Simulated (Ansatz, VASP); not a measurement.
**One calculation of W, two programs**

```
W
1.0
     0.00000    2.08721    1.92024
     2.08721    0.00000    1.92024
     2.08721    2.08721    0.00000
W
1
Direct
  0.00000 0.00000 0.00000
```

Alike in both runs: task single point; functional PBEsol; k mesh 22 × 22 × 22; occupations gaussian, width 0.15 eV; no spin polarisation.

|  | VASP | Ansatz |
| --- | --- | --- |
| version | VASP 6.6.1 | Ansatz 0.2.0 |
| potentials or method | VASP PAW PBE potentials, release 64 (W_sv) | scalar-relativistic, plane waves, PAW |
| plane-wave cutoff (eV) | 520 | 420 |
| valence electrons in the cell | 14 | 14 |

|  | VASP | Ansatz | Ansatz less VASP |
| --- | --- | --- | --- |
| gap on the k mesh at the Fermi level (eV) | none | none | - |
| pressure (GPa) | -12.6 | -13.0 | -0.38 |
| largest component of the traceless stress (GPa) | 14.52 | 14.43 | -0.090 |

A gap of «none» marks a metal or a gap that the smearing closes.

Caveats: the PAW data sets were made with another functional, which shifts forces and pressure a little (VASP). The runs have no spin-orbit coupling, so splittings on W are missing.
